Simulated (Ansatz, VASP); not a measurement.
## Al: VASP beside Ansatz

```
Al
1.0
     2.88794    0.00000    0.00000
    -1.44397    2.50103    0.00000
     0.00000    0.00000    4.54006
Al
2
Cartesian
  1.4440 0.8337 3.4050
  0.0000 1.6674 1.1350
```

Change from the starting cell: biaxial strain in the a-b plane, c and atoms relaxed: +3.0 %.

Alike in both runs: functional PBE; dispersion D3(BJ); k mesh 24 × 24 × 12; occupations gaussian, width 0.1 eV; no spin polarisation.

Ansatz relaxed the structure, and its values are those at the end. VASP's run is a single point on that final structure, the one shown.

|  | VASP | Ansatz |
| --- | --- | --- |
| version | VASP 6.6.1 | Ansatz 0.2.0 |
| potentials or method | VASP PAW PBE potentials, release 64 (Al) | scalar-relativistic, plane waves, PAW |
| plane-wave cutoff (eV) | 520 | 420 |
| valence electrons in the cell | 6 | 6 |

Ansatz gave:

```
gap on the k mesh at the Fermi level (eV) : none
pressure (GPa)                            : -2.1
```

Question: Estimate VASP's values.

Answer: gap on the k mesh at the Fermi level (eV): none; pressure (GPa): -2.2.

A gap of «none» marks a metal or a gap that the smearing closes.

Caveats: pairwise dispersion overbinds metals, which lowers pressure and volume.
